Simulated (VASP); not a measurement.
The system is GaP.

```xyz
2
Lattice="0.0000 2.7258 2.7258 2.7258 0.0000 2.7258 2.7258 2.7258 0.0000" Properties=species:S:1:pos:R:3 pbc="T T T"
Ga    0.0000    0.0000    0.0000
P     4.0887    4.0887    4.0887
```

The cell is a database's computed one.

| Property | Result |
| --- | --- |
| Program | VASP 6.6.1 |
| Task | relaxation of cell and atoms |
| Functional | LDA |
| Potentials or basis | VASP PAW LDA potentials, release 64 (Ga_d, P) |
| Cutoff | 600 eV |
| k mesh | 8 × 8 × 8 |
| Occupations | gaussian, width 0.02 eV |
| Spin | no spin polarisation |

At the start: pressure -2.7 GPa; volume 20.25 Å³/atom.

How do energy, volume and symmetry change on relaxing?

Over 3 steps the energy falls by 5.6 meV/atom and the volume is 19.61 Å³/atom (-3.2 %); space group F-43m (No. 216, to 0.05 Å).

The path:
```
step  energy change (eV)  largest force (eV/Å)  pressure (GPa)  volume (Å³)
   1              0.0000                0.0000           -2.67        40.51
   2             -0.0080                0.0000            1.59        38.56
   3             -0.0112                0.0000            0.04        39.21
```

Final structure:
```cif
data_structure
_symmetry_space_group_name_H-M 'P 1'
_symmetry_Int_Tables_number 1
_cell_length_a 3.8134
_cell_length_b 3.8134
_cell_length_c 3.8134
_cell_angle_alpha 60.000
_cell_angle_beta 60.000
_cell_angle_gamma 60.000
_cell_volume 39.21
loop_
_atom_site_label
_atom_site_type_symbol
_atom_site_fract_x
_atom_site_fract_y
_atom_site_fract_z
_atom_site_occupancy
Ga1 Ga 0.00000 0.00000 0.00000 1
P1 P 0.75000 0.75000 0.75000 1
```
